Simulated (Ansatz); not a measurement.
**Elastic constants of CdS (Fm-3m) under pressure**

```
Cd S
1.0
     0.00000    2.69876    2.69876
     2.69876    0.00000    2.69876
     2.69876    2.69876    0.00000
Cd S
1 1
Cartesian
  0.0000 0.0000 0.0000
  2.6988 2.6988 2.6988
```

This is the zero-pressure cell. At each pressure cell and atoms are relaxed in this structure, and the constants are slopes of the stress at strains of ±0.005 with relaxed ions (the coefficients that govern stability under load). Level: PBEsol, PAW on Ansatz 0.2.0's default frozen-core files (fitted under PBE), scalar-relativistic; k mesh 16×16×16, strains of ±0.005, Fermi-Dirac smearing of 0.100 eV, cutoff 420 eV. P is the pressure of the relaxed cell, less that of this one.

```csv
P (GPa),V/V₀,C11 (GPa),C12 (GPa),C44 (GPa)
0.00,1.0000,142.3,54.7,34.1
1.01,0.9884,151.6,57.1,34.3
1.97,0.9779,160.4,59.5,34.3
4.01,0.9577,178.7,64.2,34.5
7.00,0.9318,204.7,71.0,34.5
10.02,?,?,?,?
15.00,0.8770,271.6,88.3,34.0
```

Question: Does the bulk modulus from the constants agree with the pressure-volume curve?

Answer: A third-order Birch-Murnaghan fit to the volumes shown (F against f, f = [(V₀/V)^(2/3) − 1]/2) gives B₀ = 83.9 GPa and B′ = 4.7. Its −V dP/dV stands beside (C11 + 2C12)/3:

| P (GPa) | from P(V) | from the constants |
| --- | --- | --- |
| 0.00 | 83.9 | 83.9 |
| 1.01 | 88.6 | 88.6 |
| 1.97 | 93.1 | 93.1 |
| 4.01 | 102.3 | 102.4 |
| 7.00 | 115.5 | 115.6 |
| 15.00 | 149.6 | 149.4 |

Question: What are the pressure derivatives at zero pressure?

Answer: Slopes at V₀ of quadratic fits in −ln(V/V₀) through the first four rows shown, divided by B₀: dC11/dP = 9.3, dC12/dP = 2.4, dC44/dP = 0.1. The mean slopes up to 2.0 GPa are 9.2, 2.4, 0.1; curvature and scatter of the constants part the two. The combination (dC11/dP + 2 dC12/dP)/3 = 4.7 stands against B′.

Question: Fill the row at 10.02 GPa.

Answer: Cubic fits in −ln(V/V₀) through all rows shown give C11 = 230.4, C12 = 77.6, C44 = 34.4 GPa. Computed: V/V₀ = 0.9090, C11 (GPa) = 230.4, C12 (GPa) = 77.6, C44 (GPa) = 34.4.

Question: Does a shear stiffness soften?

Answer: C44 goes from 34.1 to 34.0 GPa, through a maximum of 34.5 near 7 GPa; (C11 − C12)/2 goes from 43.8 to 91.6 GPa. Neither ends more than 3 % under its start, and the lattice stays mechanically stable over this range.

Limits of these numbers: no other phase was computed; many crystals of this kind change structure within this range, and rows or crossings beyond such a change describe a metastable lattice; frozen-core PAW files fitted under PBE, their cores solved anew for the functional of the run; the gap is closed or tiny at this level, so small that the run used smearing; responses move with mesh and smearing; this form is stable only when hot or under pressure; cold crystals distort or take another structure; phonons weren't checked at these pressures.
